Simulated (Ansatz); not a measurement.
YN (started from an entry of an open crystallographic database), relaxed with r2SCAN, was run in Ansatz 0.2.0 under altered settings. All numbers are computed, without spin polarisation but where a row says otherwise.

```xyz
2
Lattice="0.0000 2.4480 2.4480 2.4480 0.0000 2.4480 2.4480 2.4480 0.0000" Properties=species:S:1:pos:R:3 pbc="T T T"
Y     0.0000    0.0000    0.0000
N     2.4480    2.4480    2.4480
```

The base run's other keys:
```yaml
kpoints:
  mp_grid: { grid: [4, 4, 4] }
hamiltonian:
  xc: hse06
scf:
  occupations: { method: fixed }
  n_extra_bands: 4
```

It takes 15 iterations with 537 plane waves at 420 eV and 8 k points, and leaves a mean stress of -1.02 GPa. The gap over this mesh is 1.084 eV. It ran on 4 threads of Arm Neoverse N1, on a shared host.

Outcomes, with energy and stress as changes against the base:
```tsv
setting	outcome	ΔF (meV/atom)	Δ mean stress (GPa)	gap on the mesh (eV)	iterations	wall time
PBE hybrid, exx coeff 0.75, omega 0.2078 1/Å	converged	–	-4.9	3.344	24	6.4 s
PBE hybrid, exx coeff 0.2, unscreened	converged	–	+0.6	1.435	15	4.7 s
hamiltonian.xc: lc_wpbe	converged	–	-0.8	5.875	15	7.3 s
PBE hybrid, exx coeff 0.4, omega 0.2078 1/Å	converged	–	-1.5	1.718	18	5.7 s
basis.ecutwfc: 200	converged, warned	+1900	-1.5	0.753	18	3.4 s
```
A dash marks a value that wasn't obtained or can't be compared. Stress is positive in compression. The base took 5 s.

- PBE hybrid, exx coeff 0.75, omega 0.2078 1/Å. That is 75 % exact exchange, screened with ω = 0.2078 1/Å, against HSE06's 25 % screened at 0.208 1/Å. The mean stress moves by -4.9 GPa and the gap on the mesh by +2.260 eV (to 3.344). Totals of different functionals aren't comparable.
- hamiltonian.xc: lc_wpbe. The mean stress moves by -0.8 GPa and the gap on the mesh by +4.792 eV (to 5.875). It's another functional on the same cell, so totals aren't comparable.
- PBE hybrid, exx coeff 0.4, omega 0.2078 1/Å. That is 40 % exact exchange, screened with ω = 0.2078 1/Å, against HSE06's 25 % screened at 0.208 1/Å. The mean stress moves by -1.5 GPa and the gap on the mesh by +0.635 eV (to 1.718). Totals of different functionals aren't comparable.
- basis.ecutwfc: 200. 169 plane waves in place of 537. The free energy moves by +1900 meV an atom, the mean stress by -1.5 GPa and the gap on the mesh by -0.330 eV (to 0.753). The basis is too small: these are errors of the cutoff. Warned: cutoff below recommended, metallic iterate, metallic semilocal start.

The stress of a hybrid is loosely converged in these runs.

The meshes of the hybrids are coarse, so their gaps aren't converged to the digits shown.
